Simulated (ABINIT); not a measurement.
# MgO2 (R-3m) in ABINIT: dielectric tensor with LDA-PZ

Aim: the dielectric tensor of MgO2 with LDA-PZ.

All numbers are computed with ABINIT 10.8.3 (patched build); they aren't measurements. Logs are shortened: lines on timing, memory, paths and dates and some standing lists are left out, and cuts for length are marked. The log counts tension as positive stress, the text compression.

### Step 1. The cell of the first run

Symmetry: R-3m, No. 166, trigonal system. The conventional cell has a = 3.166 Å, b = 3.166 Å, c = 10.340 Å, α = 90.00°, β = 90.00°, γ = 120.00°. Mg (site symmetry -3m) is surrounded by 6 O at 2.08 Å. O (site symmetry 3m) has 1 O at 1.47 Å as nearest neighbours.

The cell comes from a database or a generator and needn't be the stable form of this composition.

### Step 2. Dielectric tensor, LDA-PZ (volume scaled by 0.96)

File run.abi:

```
ndtset 3

pp_dirpath "./"
pseudos "Mg.LDA_PW-JTH.xml, O.LDA_PW-JTH.xml"

acell 3*1.0
rprim
     2.9915732669     1.7271856310     6.5134270420
    -2.9915732669     1.7271856310     6.5134270420
     0.0000000000    -3.4543712621     6.5134270420
ntypat 2
znucl 12 8
natom 3
typat 1 2 2
chkprim 0
chksymtnons 0
tolsym 1.0e-6
xred
            0.0            0.0            0.0
   0.5712140000   0.5712140000   0.5712140000
   0.4287860000   0.4287860000   0.4287860000

ecut 625.861884 eV
pawecutdg 45.0

ngkpt 8 8 8
nshiftk 1
shiftk 0.0 0.0 0.0

ixc 2

nband 11
occopt 1

nstep 80
diemac 6.0

prteig 0
prtebands 0
prtwf 0
prtden 0
prtpot 0

kptopt1 1
tolvrs1 1.0e-11
prtwf1 1
tolwfr1 1.0e-15

iscf2 -3
rfelfd2 2
rfdir2 1 1 1
getwfk2 1
kptopt2 2
nqpt2 1
qpt2 0.0 0.0 0.0
tolwfr2 1.0e-18
prtwf2 1

rfelfd3 3
rfdir3 1 1 1
getwfk3 1
getddk3 2
kptopt3 2
nqpt3 1
qpt3 0.0 0.0 0.0
tolvrs3 1.0e-9
```

File mrgddb.in:

```
merged_DDB
MgO2
2
runo_DS1_DDB
runo_DS3_DDB
```

File anaddb.abi:

```
ddb_filepath "merged_DDB"
output_file "anaddb.abo"
outdata_prefix "ana"
asr 1
chneut 1
dipdip 1
dieflag 2
enunit 0
```

Potentials or basis: JTH PAW LDA v2.0.

Command:

```console
> abinit run.abi > log 2>&1
> mrgddb < mrgddb.in > mrgddb.log 2>&1
> anaddb anaddb.abi > anaddb.log 2>&1
```

run.abo:

```text
.Version 10.8.3 of ABINIT
 DATASET    1 : space group R-3 m (#166); Bravais hR (rhombohedral)
================================================================================
 Values of the parameters that define the memory need for DATASET  1.
     intxc =       0    ionmov =       0      iscf =      17    lmnmax =       8
     lnmax =       4     mgfft =      32  mpssoang =       2    mqgrid =    3001
     natom =       3  nloc_mem =       2    nspden =       1   nspinor =       1
    nsppol =       1      nsym =      12    n1xccc =       1    ntypat =       2
    occopt =       1   xclevel =       1
       mpw =        1084          nfft =       32768          nkpt =          65
 PAW method is used; the additional fine FFT grid is defined by:
   mgfftf=        48    nfftf =    110592
================================================================================
================================================================================

 DATASET    2 : space group R-3 m (#166); Bravais hR (rhombohedral)
================================================================================
 Values of the parameters that define the memory need for DATASET  2 (RF).
     intxc =       0      iscf =      -3    lmnmax =       8     lnmax =       4
     mgfft =      32  mpssoang =       2    mqgrid =    3001     natom =       3
  nloc_mem =       2    nspden =       1   nspinor =       1    nsppol =       1
      nsym =      12    n1xccc =       1    ntypat =       2    occopt =       1
   xclevel =       1
      nfft =       32768          nkpt =         260
================================================================================
================================================================================

 DATASET    3 : space group R-3 m (#166); Bravais hR (rhombohedral)
================================================================================
 Values of the parameters that define the memory need for DATASET  3 (RF).
     intxc =       0      iscf =       7    lmnmax =       8     lnmax =       4
     mgfft =      32  mpssoang =       2    mqgrid =    3001     natom =       3
  nloc_mem =       2    nspden =       1   nspinor =       1    nsppol =       1
      nsym =      12    n1xccc =       1    ntypat =       2    occopt =       1
   xclevel =       1
      nfft =       32768          nkpt =         260
================================================================================
================================================================================

--------------------------------------------------------------------------------
------------- Echo of variables that govern the present computation ------------
--------------------------------------------------------------------------------
 -outvars: echo values of preprocessed input variables --------
            acell      1.0000000000E+00  1.0000000000E+00  1.0000000000E+00 Bohr
              amu      2.43050000E+01  1.59994000E+01
          chkprim           0
      chksymtnons           0
           diemac      6.00000000E+00
             ecut      2.30000000E+01 Hartree
           getddk1          0
           getddk2          0
           getddk3          2
           getwfk1          0
           getwfk2          1
           getwfk3          1
             iscf1         17
             iscf2         -3
             iscf3          7
                       outvar_i_n : Printing only first  50 k-points.
              ixc           2
           jdtset        1    2    3
                       outvar_i_n : Printing only first  50 k-points.
           kptopt1          1
           kptopt2          2
           kptopt3          2
         kptrlatt        8    0    0      0    8    0      0    0    8
          kptrlen      4.78651723E+01
            natom           3
            nband1         11
            nband2         11
            nband3         11
           ndtset           3
            ngfft          32      32      32
          ngfftdg          48      48      48
             nkpt1         65
             nkpt2        260
             nkpt3        260
             nqpt1          0
             nqpt2          1
             nqpt3          1
            nstep          80
             nsym          12
           ntypat           2
        optdriver1          0
        optdriver2          1
        optdriver3          1
        pawecutdg      4.50000000E+01 Hartree
           prtden           0
        prtebands           0
           prteig           0
            prtwf1          1
            prtwf2          1
            prtwf3          0
           rfelfd1          0
           rfelfd2          2
           rfelfd3          3
            rprim      2.9915732669E+00  1.7271856310E+00  6.5134270420E+00
                      -2.9915732669E+00  1.7271856310E+00  6.5134270420E+00
                       0.0000000000E+00 -3.4543712621E+00  6.5134270420E+00
          spgroup         166
           tolsym      1.00000000E-06
           tolvrs1     1.00000000E-11
           tolvrs2     0.00000000E+00
           tolvrs3     1.00000000E-09
           tolwfr1     1.00000000E-15
[... 462 lines left out ...]
 Exchange-correlation functional for the present dataset will be:
  LDA: Perdew-Zunger-Ceperley-Alder - ixc=2
  J.P.Perdew and A.Zunger, PRB 23, 5048 (1981)

 Real(R)+Recip(G) space primitive vectors, cartesian coordinates (Bohr,Bohr^-1):
 R(1)=  2.9915733  1.7271856  6.5134270  G(1)=  0.1671361  0.0964961  0.0511763
 R(2)= -2.9915733  1.7271856  6.5134270  G(2)= -0.1671361  0.0964961  0.0511763
 R(3)=  0.0000000 -3.4543713  6.5134270  G(3)=  0.0000000 -0.1929922  0.0511763
 Unit cell volume ucvol=  2.0192936E+02 bohr^3
 Angles (23,13,12)=  4.78776427E+01  4.78776427E+01  4.78776427E+01 degrees
 setup1 : take into account q-point for computing boxcut.

 Coarse grid specifications (used for wave-functions):

 getcut: wavevector=  0.0000  0.0000  0.0000  ngfft=  32  32  32
         ecut(hartree)=     23.000   => boxcut(ratio)=   2.01118
[... 7 lines left out ...]
-open ddk wf file :runo_DS2_1WF10
-open ddk wf file :runo_DS2_1WF11
-open ddk wf file :runo_DS2_1WF12

 ==>  initialize data related to q vector <==

 The list of irreducible perturbations for this q vector is:
    1)    idir= 1    ipert=   5

================================================================================

 The perturbation idir=   2  ipert=   5 is
 symmetric of a previously calculated perturbation.
 So, its SCF calculation is not needed.

 The perturbation idir=   3  ipert=   5 is
 symmetric of a previously calculated perturbation.
 So, its SCF calculation is not needed.

--------------------------------------------------------------------------------
 Perturbation wavevector (in red.coord.)   0.000000  0.000000  0.000000
 Perturbation : homogeneous electric field along direction   1
 The set of symmetries contains only one element for this perturbation.
 symkpt : not enough symmetry to change the number of k points.

--------------------------------------------------------------------------------

--------------------------------------------------------------------------------

 Initialisation of the first-order wave-functions :
  ireadwf=   0

--- !BeginCycle
iteration_state: {dtset: 3, }
solver: {iscf: 7, nstep: 80, nline: 4, wfoptalg: 10, }
tolerances: {tolvrs: 1.00E-09, }
...

     iter   2DEtotal(Ha)        deltaE(Ha) residm    vres2
-ETOT  1  -45.838150521382     -4.584E+01 9.318E+00 1.247E+04
 ETOT  2  -46.900645215221     -1.062E+00 7.445E-02 4.293E+03
 ETOT  3  -47.651607334104     -7.510E-01 1.175E-02 1.407E+03
 ETOT  4  -47.947299461982     -2.957E-01 6.852E-04 3.019E+01
 ETOT  5  -47.953592885017     -6.293E-03 5.978E-05 1.337E+01
 ETOT  6  -47.956693313558     -3.100E-03 8.471E-06 3.413E-01
 ETOT  7  -47.956795475890     -1.022E-04 3.893E-07 3.839E-02
 ETOT  8  -47.956804698719     -9.223E-06 4.049E-08 1.483E-03
 ETOT  9  -47.956805094188     -3.955E-07 1.914E-09 2.384E-04
 ETOT 10  -47.956805153057     -5.887E-08 2.158E-10 5.155E-06
 ETOT 11  -47.956805154579     -1.523E-09 1.033E-11 6.117E-07
 ETOT 12  -47.956805154743     -1.636E-10 8.747E-13 8.043E-10

 At SCF step   12       vres2   =  8.04E-10 < tolvrs=  1.00E-09 =>converged.
-open ddk wf file :runo_DS2_1WF10
-open ddk wf file :runo_DS2_1WF11
-open ddk wf file :runo_DS2_1WF12
================================================================================

 ----iterations are completed or convergence reached----

 Mean square residual over all n,k,spin=   29.847E-15; max=  87.474E-14

 2DEtotal=   -0.4795680515E+02 Ha. Also 2DEtotal=   -0.130497114819E+04 eV
    (  non-var. 2DEtotal :   -4.7956804593E+01 Ha)
================================================================================

 ---- first-order wavefunction calculations are completed ----

 ==> Compute Derivative Database <==
 The violation of the charge neutrality conditions
 by the effective charges is as follows :
    atom        electric field
 displacement     direction
       1               1        0.000066        0.000000
       1               2        0.000000        0.000000
       1               3       -0.000000        0.000000
       2               1        0.000000        0.000000
       2               2        0.000066        0.000000
       2               3       -0.000000        0.000000
       3               1       -0.000000        0.000000
       3               2       -0.000000        0.000000
       3               3        0.001156        0.000000

 Effective charge tensors after
 imposition of the charge neutrality (if requested by user),
 and eventual restriction to some part :
   atom    displacement
         1         1    2.012445E+00   -2.410577E-11    1.602387E-10
         1         2   -4.121733E-11    2.012445E+00    3.614549E-10
         1         3    8.981849E-11    1.656897E-10    2.054441E+00
         2         1   -1.006222E+00    2.606542E-11   -3.580276E-10
         2         2    2.248100E-11   -1.006222E+00   -6.724030E-10
         2         3   -5.369884E-10   -1.462008E-09   -1.027220E+00
         3         1   -1.006222E+00   -1.959660E-12    1.977890E-10
         3         2    1.873633E-11   -1.006222E+00    3.109481E-10
         3         3    4.471699E-10    1.296319E-09   -1.027220E+00
 Now, the imaginary part of the dynamical matrix is zeroed

  Dielectric tensor, in cartesian coordinates,
     j1       j2             matrix element
  dir pert dir pert     real part    imaginary part

   1    5   1    5         2.8134491794        -0.0000000000

   2    5   2    5         2.8134491796        -0.0000000000

   3    5   3    5         4.0746886328        -0.0000000000

  Effective charges, in cartesian coordinates,
  (from electric field response)
   if specified in the inputs, charge neutrality has been imposed
     j1       j2             matrix element
  dir pert dir pert     real part    imaginary part

   1    1   1    5         2.0124449258         0.0000000000
   1    2   1    5        -1.0062224629         0.0000000000
   1    3   1    5        -1.0062224629         0.0000000000

   2    1   2    5         2.0124449258         0.0000000000
   2    2   2    5        -1.0062224629         0.0000000000
   2    3   2    5        -1.0062224628         0.0000000000

   3    1   3    5         2.0544407849         0.0000000000
   3    2   3    5        -1.0272203925         0.0000000000
   3    3   3    5        -1.0272203924         0.0000000000

  Warning: The rigid-atom proper piezoelectric tensor
  from  electric field response requires nsym=1

== END DATASET(S) ==============================================================
================================================================================

 -outvars: echo values of variables after computation  --------
            acell      1.0000000000E+00  1.0000000000E+00  1.0000000000E+00 Bohr
           etotal1    -9.5808761184E+01
           etotal2    -2.8746941960E+01
           etotal3    -4.7956805155E+01
            fcart1    -0.0000000000E+00 -0.0000000000E+00 -0.0000000000E+00
                       1.0536623376E-18  5.4459737007E-19 -5.7870281526E-03
                      -1.0536623376E-18 -5.4459737007E-19  5.7870281526E-03
            fcart3     0.0000000000E+00  0.0000000000E+00  0.0000000000E+00
                       0.0000000000E+00  0.0000000000E+00  0.0000000000E+00
                       0.0000000000E+00  0.0000000000E+00  0.0000000000E+00
            rprim      2.9915732669E+00  1.7271856310E+00  6.5134270420E+00
                      -2.9915732669E+00  1.7271856310E+00  6.5134270420E+00
                       0.0000000000E+00 -3.4543712621E+00  6.5134270420E+00
           strten1     1.4934229984E-04  1.4934229872E-04  2.0085586688E-04
                       5.5862572542E-14  0.0000000000E+00  0.0000000000E+00
           strten3     0.0000000000E+00  0.0000000000E+00  0.0000000000E+00
                       0.0000000000E+00  0.0000000000E+00  0.0000000000E+00
           xangst      0.0000000000E+00  0.0000000000E+00  0.0000000000E+00
                       2.1206343351E-17 -3.0227589486E-11  5.9065078215E+00
                      -5.0829116789E-17 -2.2690322865E-11  4.4337636380E+00
             xred      0.0000000000E+00  0.0000000000E+00  0.0000000000E+00
                       5.7121400000E-01  5.7121400000E-01  5.7121400000E-01
                       4.2878600000E-01  4.2878600000E-01  4.2878600000E-01
 Calculation completed.
```

It took 9.9 min on 1 thread of Arm Neoverse V1, shared host; peak memory 0.41 GiB.

Results:

* Free energy: -2607.0892 eV
* Pressure: -4.9 GPa
* Largest force: 0.298 eV/Å
* Electronic dielectric tensor (diagonal): 2.81, 2.81, 4.07
* Born charges (mean of the diagonal): Mg +2.03; O -1.01 e

Forces in eV/Å, atoms in the order of the input:
```
Mg   0.000  0.000  0.000
O    0.000  0.000 -0.298
O    0.000  0.000  0.298
```

Stress tensor (GPa, compression positive):
```
-4.39  0.00  0.00
 0.00 -4.39  0.00
 0.00  0.00 -5.91
```

Electronic dielectric tensor:
```
2.81 0.00 0.00
0.00 2.81 0.00
0.00 0.00 4.07
```

Born effective charge tensors (e):
atom 1, Mg
```
2.01 0.00 0.00
0.00 2.01 0.00
0.00 0.00 2.05
```
atom 2, O
```
-1.01  0.00  0.00
 0.00 -1.01  0.00
 0.00  0.00 -1.03
```
atom 3, O
```
-1.01  0.00  0.00
 0.00 -1.01  0.00
 0.00  0.00 -1.03
```

Caveat: the cell is more than 3 GPa from zero pressure, which shifts response properties; the atomic spheres overlap.
